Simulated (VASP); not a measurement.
## Ta: vibrations by finite differences with LDA

The system is Ta.

```
CELL_PARAMETERS angstrom
-1.62856 1.62856 1.62856
1.62856 -1.62856 1.62856
1.62856 1.62856 -1.62856
ATOMIC_POSITIONS crystal
Ta 0.00000 0.00000 0.00000
```

| Item | Value |
| --- | --- |
| Program | VASP 6.6.1 |
| Task | vibrations by finite differences |
| Functional | LDA |
| Potentials or basis | VASP PAW LDA potentials, release 64 (Ta_pv) |
| Cutoff | 520 eV |
| k mesh | 18 × 18 × 18 |
| Occupations | gaussian, width 0.1 eV |
| Spin | no spin polarisation |
| Ions in elastic constants | relaxed |
| Further INCAR settings | ALGO = Normal; EDIFF = 1e-08; IBRION = 6; POTIM = 0.015; NSW = 1; ISIF = 3 |

```yaml
Elastic_constants_C11_C12_C44: 309, 179, 78 GPa
Voigt_bulk_modulus: 222 GPa
```

Elastic tensor in Voigt notation (GPa, in the Cartesian axes of the cell as first typed):
```
309 179 179   0   0   0
179 309 179   0   0   0
179 179 309   0   0   0
  0   0   0  78   0   0
  0   0   0   0  78   0
  0   0   0   0   0  78
```

Clamped-ion elastic tensor (GPa):
```
309 179 179   0   0   0
179 309 179   0   0   0
179 179 309   0   0   0
  0   0   0  78   0   0
  0   0   0   0  78   0
  0   0   0   0   0  78
```

It took 10 min on 1 thread of Intel(R) Xeon(R) Platinum 8488C (Sapphire Rapids), with other jobs on the host, peak memory 0.55 GiB.

Caveat: elastic constants of metals need much finer meshes, so these are rough. The run has no spin-orbit coupling, so splittings on Ta are missing.
